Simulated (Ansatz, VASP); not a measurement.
**KCl (Sylvite) in VASP and in Ansatz**

Contents of INCAR:

```
SYSTEM = KCl
PREC = Accurate ; ENCUT = 520
EDIFF = 1E-6 ; ISMEAR = -1
SIGMA = 0.05 ; LREAL = .False.
LASPH = .True. ; NELM = 60
ALGO = Normal ; ISIF = 2
LWAVE = .False. ; LCHARG = .False.
GGA = PS ; NBANDS = 15
```

File KPOINTS:

```
Automatic mesh
0
Gamma
  6 6 6
  0 0 0
```

File POSCAR:

```
KCl
1.0
    0.0000000000      3.1464700000      3.1464700000
    3.1464700000      0.0000000000      3.1464700000
    3.1464700000      3.1464700000      0.0000000000
K Cl
1 1
Direct
    0.0000000000      0.0000000000      0.0000000000
    0.5000000000      0.5000000000      0.5000000000
```

The input input.yaml:

```yaml
crystal:
  lattice:
    - [0.0, 3.14647, 3.14647]
    - [3.14647, 0.0, 3.14647]
    - [3.14647, 3.14647, 0.0]
  atoms:
    - { symbol: K, position: [0.0, 0.0, 0.0] }
    - { symbol: Cl, position: [0.5, 0.5, 0.5] }
kpoints:
  mp_grid: { grid: [6, 6, 6] }
scf:
  occupations: { method: fermi_dirac, width: 0.05 }
hamiltonian:
  xc: pbesol
  pseudopotentials: { kind: all_electron, datasets: crystal }
output:
  forces: true
  stress: true
  eigenvalues: true
  elf: true
  volumetric_format: npy
```

Alike in both runs: task single point; functional PBEsol; k mesh 6 × 6 × 6; occupations fermi-dirac, width 0.05 eV; no spin polarisation.

|  | VASP | Ansatz |
| --- | --- | --- |
| version | VASP 6.6.1 | Ansatz 0.2.0 |
| potentials or method | VASP PAW PBE potentials, release 64 (K_sv, Cl) | all-electron PAW datasets made for the crystal |
| plane-wave cutoff (eV) | 520 | see its input |

VASP gave:

| Property | Result |
| --- | --- |
| gap on the k mesh at the Fermi level (eV) | 5.02 |
| least direct gap on the mesh (eV) | 5.02 |
| pressure (GPa) | -0.4 |

**Question.** What did Ansatz give for the same quantities?

**Answer.** gap on the k mesh at the Fermi level (eV): 5.03; least direct gap on the mesh (eV): 5.03; pressure (GPa): -0.4.

Ansatz ran all-electron here, so the differences hold the error of VASP's frozen core and of both bases.

Caveats: the PAW data sets were made with another functional, which shifts forces and pressure a little (VASP). As with any semilocal functional, this PBEsol gap is likely too small.
